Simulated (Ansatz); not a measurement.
TlCl in the CsCl structure at its r2SCAN geometry, run in Ansatz 0.2.0 at 4 levels of theory. Non-magnetic throughout; all numbers are computed.

The PBE+SOC input:
```yaml
crystal:
  lattice:
    - [3.8388256287, 0.0, 0.0]
    - [0.0, 3.8388256287, 0.0]
    - [0.0, 0.0, 3.8388256287]
  atoms:
    - { symbol: Tl, position: [0.0, 0.0, 0.0] }
    - { symbol: Cl, position: [0.5, 0.5, 0.5] }
kpoints:
  mp_grid: { grid: [6, 6, 6] }
  band_path:
    path:
      - [0.0, 0.0, 0.0]
      - [0.0, 0.5, 0.0]
      - [0.5, 0.5, 0.0]
      - [0.5, 0.5, 0.5]
      - [0.0, 0.0, 0.5]
    npoints: 1
hamiltonian:
  xc: pbe
scf:
  occupations: { method: fixed }
  n_extra_bands: 8
magnetization:
  noncollinear: true
  spin_orbit: true
output:
  forces: true
  stress: true
  eigenvalues: true
```

Main results, then, where recorded, the levels near the gap in eV from the Fermi energy (columns number the bands from 0), one row a point of the path (Γ, X, M, R, X):
```
Crystal: 2 atoms, lattice volume = 56.571 Å³
Symmetry: 48 space group operations + 48 with time reversal
Magnetic group: BNS 221.93 (UNI 1595)
```
```
Basis set: ecut = 420 eV, 1141 PW (Γ)
k-points: 20 of 216
SCF converged after 7 iterations
Free energy (F): -12561.263129 eV
Fermi energy:    5.155500 eV
--- Stress (GPa, compression-positive) ---
        1.010807       0.000000       0.000000
        0.000000       1.010807       0.000000
        0.000000       0.000000       1.010807
  P = ⅓ Tr σ = 1.0108 GPa (10.108 kbar)
```
```tsv
band_10	band_11	band_12	band_13	band_14	band_15	band_16	band_17	band_18	band_19	band_20	band_21	band_22	band_23	band_24	band_25
-8.779	-8.779	-4.523	-4.523	-1.671	-1.671	-1.473	-1.473	-1.473	-1.473	6.241	6.241	7.815	7.815	7.815	7.815
-8.830	-8.830	-5.401	-5.401	-1.155	-1.155	-1.055	-1.055	0.000	0.000	1.909	1.909	5.924	5.924	7.023	7.023
-8.754	-8.754	-3.321	-3.321	-3.037	-3.037	-2.955	-2.955	-1.062	-1.062	4.208	4.208	5.220	5.220	8.407	8.407
-8.813	-8.813	-2.122	-2.122	-2.044	-2.044	-1.995	-1.995	-1.995	-1.995	1.616	1.616	2.904	2.904	2.904	2.904
-8.830	-8.830	-5.401	-5.401	-1.155	-1.155	-1.055	-1.055	0.000	0.000	1.909	1.909	5.924	5.924	7.023	7.023
```

PBE+SOC gives an indirect gap of 1.62 eV, from X to R; the least direct gap is 1.91 eV at X.

Question: Another run on the same cell gave
```
Basis set: ecut = 500 eV, 1365 PW (Γ)
k-points: 20 of 216
SCF converged after 6 iterations
Free energy (F): -12544.455193 eV
Fermi energy:    4.869097 eV
--- Stress (GPa, compression-positive) ---
       -0.003136       0.000000       0.000000
        0.000000      -0.003136       0.000000
        0.000000       0.000000      -0.003136
  P = ⅓ Tr σ = -0.0031 GPa (-0.031 kbar)
```
```tsv
band_5	band_6	band_7	band_8	band_9	band_10	band_11	band_12
-10.063	-4.492	-1.599	-1.599	-1.599	8.315	8.315	8.329
-10.056	-5.484	-1.175	-1.175	0.000	2.508	7.026	7.026
-10.004	-3.315	-3.046	-3.046	-1.131	5.294	5.294	8.961
-10.000	-2.114	-2.110	-2.110	-2.110	2.919	2.919	2.919
-10.056	-5.484	-1.175	-1.175	0.000	2.508	7.026	7.026
```
Which level of theory and mesh gave it?

Answer: It is r2SCAN, on 6×6×6; the blocks that differ from the first input, but for the band path:
```yaml
hamiltonian:
  xc: r2scan
scf:
  occupations: { method: fixed }
  n_extra_bands: 4
```
(magnetization left out)
The r2SCAN gap is direct at X: 2.51 eV. The mean stress is close to zero (0.00 GPa).

Question: In the first input these blocks are replaced (the band path and keys that only write files left aside):
```yaml
kpoints:
  mp_grid: { grid: [4, 4, 4] }
hamiltonian:
  xc: hse06
scf:
  occupations: { method: fixed }
  n_extra_bands: 4
```
(magnetization left out)
What comes out?

Answer:
```
Basis set: ecut = 420 eV, 1141 PW (Γ)
k-points: 10 of 64
Exchange kernel: α = 0.2500, screened, ω = 0.2079 Å⁻¹, Wigner–Seitz truncation, v(0) = 1030.5998 eV·Å³, q-mesh 4×4×4
hybrid outer 1: dexx = +4.347e-3 eV, tail = 9.51e-6 eV
hybrid outer 2: dexx = +2.400e-7 eV, tail = 3.58e-9 eV, Δε = 2.47e-3 eV
hybrid SCF converged: 2 outer / 9 inner (+2 warm-up)
Free energy (F): -12529.750213 eV
Fermi energy:    4.613953 eV
--- Stress (GPa, compression-positive) ---
        0.936921       0.000000       0.000000
        0.000000       0.936921       0.000000
        0.000000       0.000000       0.936921
  P = ⅓ Tr σ = 0.9369 GPa (9.369 kbar)
```
```tsv
band_5	band_6	band_7	band_8	band_9	band_10	band_11	band_12
-11.020	-4.697	-1.879	-1.879	-1.879	8.741	8.741	8.961
-11.013	-5.882	-1.430	-1.430	0.000	2.848	7.584	7.584
-10.946	-3.409	-3.409	-3.374	-1.375	5.810	5.810	9.389
-10.941	-2.436	-2.436	-2.436	-2.034	3.321	3.321	3.321
-11.013	-5.882	-1.430	-1.430	0.000	2.848	7.584	7.584
```
The HSE06 gap is direct at X: 2.85 eV. The mean pressure is +0.9 GPa (compression positive), so HSE06 would enlarge the cell's volume. The stress of a hybrid is loosely converged here.

Question: In the first input these blocks are replaced (the band path and keys that only write files left aside):
```yaml
kpoints:
  mp_grid: { grid: [4, 4, 4] }
hamiltonian:
  xc: pbe0
scf:
  occupations: { method: fixed }
  n_extra_bands: 4
```
(magnetization left out)
What comes out?

Answer:
```
Basis set: ecut = 420 eV, 1141 PW (Γ)
k-points: 10 of 64
hybrid outer 1: dexx = +6.632e-3 eV, tail = 7.72e-6 eV
hybrid outer 2: dexx = +1.985e-7 eV, tail = 8.53e-9 eV, Δε = 2.49e-3 eV
hybrid SCF converged: 2 outer / 9 inner (+2 warm-up)
Free energy (F): -12526.989624 eV
Fermi energy:    4.257284 eV
--- Stress (GPa, compression-positive) ---
        0.811232       0.000000       0.000000
        0.000000       0.811232       0.000000
        0.000000       0.000000       0.811232
  P = ⅓ Tr σ = 0.8112 GPa (8.112 kbar)
```
```tsv
band_5	band_6	band_7	band_8	band_9	band_10	band_11	band_12
-11.075	-4.776	-1.927	-1.927	-1.927	9.435	9.435	9.693
-11.067	-5.965	-1.463	-1.463	0.000	3.503	8.294	8.294
-10.999	-3.483	-3.483	-3.424	-1.413	6.522	6.522	10.086
-10.995	-2.481	-2.481	-2.481	-2.038	3.991	3.991	3.991
-11.067	-5.965	-1.463	-1.463	0.000	3.503	8.294	8.294
```
With PBE0 the gap is 3.50 eV and direct, at X. The mean pressure is +0.8 GPa (compression positive), so PBE0 would enlarge the cell's volume. The stress of a hybrid is loosely converged here.

Small level splittings and stresses of the hybrids carry the error of their coarser meshes.

Totals of different functionals, or with and without spin-orbit coupling, can't be compared.

Only the levels marked +SOC include spin-orbit coupling.

The meshes of the hybrids are coarse, so their gaps aren't converged to the digits shown.
